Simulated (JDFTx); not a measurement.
# Ge (P-1) in JDFTx: convergence with rho ratio

Aim: find how far rho ratio must go before the results for Ge settle, at PBEsol. This setting moves, with any that are tied to it; all else stays.

All numbers are computed with JDFTx 1.7.0 (patched build); they aren't measurements. Logs are shortened: lines on timing, memory, paths and dates and some standing lists are left out, and cuts for length are marked. The log counts tension as positive stress, the text compression.

## Step 1: The cell of the first run

The typed cell holds 1 atom: a = 2.887 Å, b = 3.000 Å, c = 2.905 Å, α = 113.99°, β = 112.44°, γ = 100.98°.

The cell was built by a generator and needn't be a form met in nature.

The cell isn't the ideal one: cell strained at random at fixed volume.

## Step 2: With rho ratio 4

The input, Ge.in:

```
lattice \
   -2.9433353665     3.1217179538     2.9563102261 \
    3.0275850263    -3.0451235745     3.0581003238 \
    3.4545837620     3.6228128508    -3.4696429895
coords-type Lattice
ion Ge     0.4907840000     0.4632860000    -0.0521830000 1

ion-species pseudo/Ge.upf
elec-cutoff 39
elec-ex-corr gga-PBEsol
kpoint-folding 8 8 8
elec-smearing Fermi 0.0018374661
elec-n-bands 13
electronic-SCF nIterations 100 energyDiffThreshold 1e-09
electronic-minimize nIterations 30 energyDiffThreshold 1e-7
forces-output-coords Cartesian

dump-name run.$VAR
dump End Ecomponents EigStats BandEigs Kpoints Forces Stress
```

Potentials or basis: PseudoDojo-SR-PBEsol-0.4.1-standard with smoothed tails.

Started as:

```console
jdftx -c 1 -i Ge.in -o Ge.out
```

The program printed:

```text
*************** JDFTx 1.7.0 (patched build) ***************

Input parsed successfully to the following command list (including defaults):
[... the input with its defaults ...]

---------- Setting up symmetries ----------

Non-trivial transmission matrix:
[   1   1   0  ]
[   0   1   0  ]
[   0   1   1  ]
with reduced lattice vectors:
[     -2.943335      3.134693      2.956310  ]
[      3.027585      3.040562      3.058100  ]
[      3.454584      3.607754     -3.469643  ]

Found 2 point-group symmetries of the bravais lattice
Found 2 space-group symmetries with basis
Applied RMS atom displacement 0 bohrs to make symmetries exact.

---------- Initializing the Grid ----------
R =
[     -2.94334      3.12172      2.95631  ]
[      3.02759     -3.04512       3.0581  ]
[      3.45458      3.62281     -3.46964  ]
unit cell volume = 130.808
G =
[  -0.024662    1.03471   0.890968  ]
[    1.01202 -2.39391e-05   0.862274  ]
[    1.03215    1.03019 -0.0234618  ]
Minimum fftbox size, Smin = [  32  32  32  ]
Chosen fftbox size, S = [  32  32  32  ]

---------- Exchange Correlation functional ----------
Initalized PBEsol GGA exchange.
Initalized PBEsol GGA correlation.

---------- Setting up pseudopotentials ----------
Width of ionic core gaussian charges (only for fluid interactions / plotting) set to 0

Reading pseudopotential file 'pseudo/Ge.upf':
  'Ge' pseudopotential, 'PBESOL' functional
  Generated using ONCVPSP code by D. R. Hamann
  14 valence electrons, 3 orbitals, 6 projectors, 1001 radial grid points, with lMax = 2
    3D    l: 2   occupation: 10.0   eigenvalue: -1.077211
[... 32 lines left out ...]
LCAOMinimize: Iter:   2  F: -79.9240410006913322  |grad|_K:  2.613e-08  alpha:  8.921e-01  linmin: -1.192e-04  cgtest:  8.491e-04
	FillingsUpdate:  mu: +0.438126959  nElectrons: 14.000000
LCAOMinimize: Iter:   3  F: -79.9240410007058699  |grad|_K:  1.331e-09  alpha:  9.357e-01  linmin: -4.535e-02  cgtest:  5.326e-01
LCAOMinimize: Encountered beta<0, resetting CG.
LCAOMinimize: Converged (|Delta F|<1.000000e-06 for 2 iters).

-------- Electronic minimization -----------
Will mix electronic density at each iteration.
	FillingsUpdate:  mu: +0.438126959  nElectrons: 14.000000
	FillingsUpdate:  mu: +0.429935220  nElectrons: 14.000000
SCF: Cycle:  0   F: -79.936970764017474   dF: -1.293e-02   |Residual|: 5.784e-03   |deigs|: 7.106e-01
	FillingsUpdate:  mu: +0.429823490  nElectrons: 14.000000
SCF: Cycle:  1   F: -79.937134141350526   dF: -1.634e-04   |Residual|: 3.349e-03   |deigs|: 5.914e-03
	FillingsUpdate:  mu: +0.429922066  nElectrons: 14.000000
SCF: Cycle:  2   F: -79.937139906468204   dF: -5.765e-06   |Residual|: 4.637e-04   |deigs|: 7.395e-04
	FillingsUpdate:  mu: +0.429943889  nElectrons: 14.000000
SCF: Cycle:  3   F: -79.937140417393138   dF: -5.109e-07   |Residual|: 1.516e-04   |deigs|: 2.202e-04
	FillingsUpdate:  mu: +0.429954153  nElectrons: 14.000000
SCF: Cycle:  4   F: -79.937140626175676   dF: -2.088e-07   |Residual|: 1.468e-05   |deigs|: 2.212e-04
	FillingsUpdate:  mu: +0.429954289  nElectrons: 14.000000
SCF: Cycle:  5   F: -79.937140657024017   dF: -3.085e-08   |Residual|: 5.678e-06   |deigs|: 1.114e-04
	FillingsUpdate:  mu: +0.429954376  nElectrons: 14.000000
SCF: Cycle:  6   F: -79.937140669196324   dF: -1.217e-08   |Residual|: 1.744e-06   |deigs|: 1.237e-04
	FillingsUpdate:  mu: +0.429954494  nElectrons: 14.000000
SCF: Cycle:  7   F: -79.937140671179549   dF: -1.983e-09   |Residual|: 4.821e-07   |deigs|: 7.629e-05
	FillingsUpdate:  mu: +0.429954522  nElectrons: 14.000000
SCF: Cycle:  8   F: -79.937140672142021   dF: -9.625e-10   |Residual|: 2.817e-07   |deigs|: 1.052e-04
	FillingsUpdate:  mu: +0.429954552  nElectrons: 14.000000
SCF: Cycle:  9   F: -79.937140672280037   dF: -1.380e-10   |Residual|: 1.205e-07   |deigs|: 8.313e-05
SCF: Converged (|Delta E|<1.000000e-09 for 2 iters).

Setting wave functions to eigenvectors of Hamiltonian

# Stress tensor in Cartesian coordinates [Eh/a0^3]:
[  0.000185227    6.974e-06  0.000115934  ]
[    6.974e-06   0.00012204 -1.50957e-05  ]
[  0.000115934 -1.50957e-05  9.21214e-05  ]

# Ionic positions in lattice coordinates:
ion Ge   0.490784000000000   0.463286000000000  -0.052183000000000 1

# Forces in Cartesian coordinates:
force Ge   0.000000000000000   0.000000000000000   0.000000000000000 1

# Energy components:
   Eewald =      -55.7383765246550524
       EH =       22.5013995548503338
     Eloc =      -54.1500292168440893
      Enl =      -47.2301086092182771
      Exc =      -21.5734668935497247
 Exc_core =        9.2549487985198340
       KE =       66.9986171425449726
-------------------------------------
     Etot =      -79.9370157483519819
       TS =        0.0001249239280601
-------------------------------------
        F =      -79.9371406722800373

IonicMinimize: Iter:   0  F: -79.937140672280037  |grad|_K:  0.000e+00
IonicMinimize: Converged (|grad|_K<1.000000e-04).

#--- Lowdin population analysis ---
# oxidation-state Ge +0.033

Dumping 'run.eigStats' ...
	eMin: -0.480915 at state 4 ( [ +0.000000 +0.000000 +0.500000 ] spin 0 )
	HOMO: +0.429910 at state 118 ( [ +0.250000 +0.250000 +0.500000 ] spin 0 )
	mu  : +0.429955
	LUMO: +0.430805 at state 149 ( [ +0.250000 -0.250000 +0.375000 ] spin 0 )
	eMax: +1.378575 at state 259 ( [ +0.500000 +0.500000 +0.500000 ] spin 0 )
	HOMO-LUMO gap: +0.000895
	Optical gap  : +0.031189 at state 149 ( [ +0.250000 -0.250000 +0.375000 ] spin 0 )
Done!
```

Wall time 88 s (1 thread of Arm Neoverse V2, shared host); peak memory 0.23 GiB.

Results:

```yaml
Free_energy: -2175.2004 eV
Pressure: -3.9 GPa
Band_gap_on_the_k_mesh: none (metal or under the smearing width)
```

## Step 3: With rho ratio 5

Edit Ge.in of step 2 so:

```diff
@@ -8,3 +8,3 @@
 ion-species pseudo/Ge.upf
-elec-cutoff 39
+elec-cutoff 39 195
 elec-ex-corr gga-PBEsol
```

Potentials or basis: PseudoDojo-SR-PBEsol-0.4.1-standard with smoothed tails.

Started as:

```console
jdftx -c 1 -i Ge.in -o Ge.out
```

It took 96 s on 1 thread of Arm Neoverse V2, shared host; peak memory 0.23 GiB.

Results (log left out):

| Quantity | Value |
| --- | --- |
| Free energy | -2175.2004 eV |
| Pressure | -3.9 GPa |
| Band gap on the k mesh | none (metal or under the smearing width) |

## Step 4: With rho ratio 6

Edit Ge.in of step 3 so:

```diff
@@ -8,3 +8,3 @@
 ion-species pseudo/Ge.upf
-elec-cutoff 39 195
+elec-cutoff 39 234
 elec-ex-corr gga-PBEsol
```

Started as:

```console
jdftx -c 1 -i Ge.in -o Ge.out
```

It took 97 s on 1 thread of Arm Neoverse V2, shared host; peak memory 0.23 GiB.

Results (log left out):

```yaml
Free_energy: -2175.2004 eV
Pressure: -3.9 GPa
Band_gap_on_the_k_mesh: none (metal or under the smearing width)
```

## Step 5: With rho ratio 8

Edit Ge.in of step 4 so:

```diff
@@ -8,3 +8,3 @@
 ion-species pseudo/Ge.upf
-elec-cutoff 39 234
+elec-cutoff 39 312
 elec-ex-corr gga-PBEsol
```

Started as:

```console
jdftx -c 1 -i Ge.in -o Ge.out
```

Wall time 1.7 min (1 thread of Arm Neoverse V2, shared host); peak memory 0.23 GiB.

It converged, with:

```
Free energy            : -2175.2004 eV
Pressure               : -3.9 GPa
Band gap on the k mesh : none (metal or under the smearing width)
```

## Step 6: With rho ratio 10

Edit Ge.in of step 5 so:

```diff
@@ -8,3 +8,3 @@
 ion-species pseudo/Ge.upf
-elec-cutoff 39 312
+elec-cutoff 39 390
 elec-ex-corr gga-PBEsol
```

Potentials or basis: PseudoDojo-SR-PBEsol-0.4.1-standard with smoothed tails.

Started as:

```console
jdftx -c 1 -i Ge.in -o Ge.out
```

It took 1.8 min on 1 thread of Arm Neoverse V2, shared host; peak memory 0.24 GiB.

The run converged. Its results:

- Free energy: -2175.2004 eV
- Pressure: -3.9 GPa
- Band gap on the k mesh: none (metal or under the smearing width)

## Step 7: Summary

```tsv
rho ratio	energy less the tightest run, at zero smearing (meV/atom)	SCF cycles	CPU time (s)	peak memory (GiB)
4	0.00	10	88	0.23
5	0.00	10	96	0.23
6	0.00	10	97	0.23
8	0.00	10	100	0.23
10	0.00	10	110	0.24
```

Against the tightest run, the energy stays within 1 meV/atom from 4 on. The tightest run that finished is the yardstick and may itself not be fully converged.
